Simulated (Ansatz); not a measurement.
A C vacancy in 4H-SiC, 255 atoms, charge −2 (h site)

All numbers come from Ansatz (PAW, plane waves, no spin–orbit coupling) at the single k point (¼, ¼, ¼) without its symmetry partners. The atoms were relaxed with PBEsol in a fixed cell; other functionals are single points on those atoms unless said otherwise. The valence top and gap of the host come from its small cell on a dense mesh, with the band extrema sought between the mesh points, lined up by the mean potential, PBEsol gap 2.12 eV, HSE06 gap 3.14 eV. The charge correction uses an assumed dielectric constant of 9.7.

Cell: a = 12.312 Å, b = 10.663 Å, c = 20.152 Å, α = 90.00°, β = 90.00°, γ = 90.00°.

Nearest atoms after relaxation, from the placed atom (for vacancies from the middle of the vacant sites): Si at 1.30 Å, Si at 1.84 Å, Si at 1.85 Å, Si at 1.86 Å, C at 2.97 Å, C at 2.97 Å, C at 3.00 Å, C at 3.00 Å.

Chemical potentials μ are those of reference phases of the elements at zero temperature by the same functional (the usual solids, diamond for C, grey Sn, and the molecules H2, N2, O2, F2, Cl2, Br2 and S8).

| functional | E(defect) − E(host) − Σ nμ + q·E_VBM (eV) | monopole (eV) | alignment (eV) | formation energy at E_F = VBM (eV) | moment (μB) | wall time, shared host |
| --- | --- | --- | --- | --- | --- | --- |
| PBEsol | 7.99 | 0.53 | -0.02 | 8.50 | 0 (no spin) | 41 s on NVIDIA GB300 (relaxation) |
| HSE06 | 9.93 | 0.53 | 0.00 | 10.46 | 0 (no spin) | 2.6 min on NVIDIA GB300 |

HSE06 one-electron levels near the gap (the ten most localised at most), from the host's valence top, not corrected for the charge's images:

```tsv
level (eV)	spin	filling	atoms sharing it	element of the atom with most weight
-0.26	both	2.00	118.3	spread
-0.21	both	2.00	84.9	spread
-0.12	both	2.00	108.0	spread
1.77	both	2.00	11.2	Si
1.81	both	2.00	11.9	Si
3.37	both	0.00	133.1	spread
```

All elements are taken at their own reference at once; growth conditions in equilibrium with the host shift these energies, by up to the host's formation enthalpy.

One k point and a cell of this size can leave errors of several tenths of an eV in such numbers.
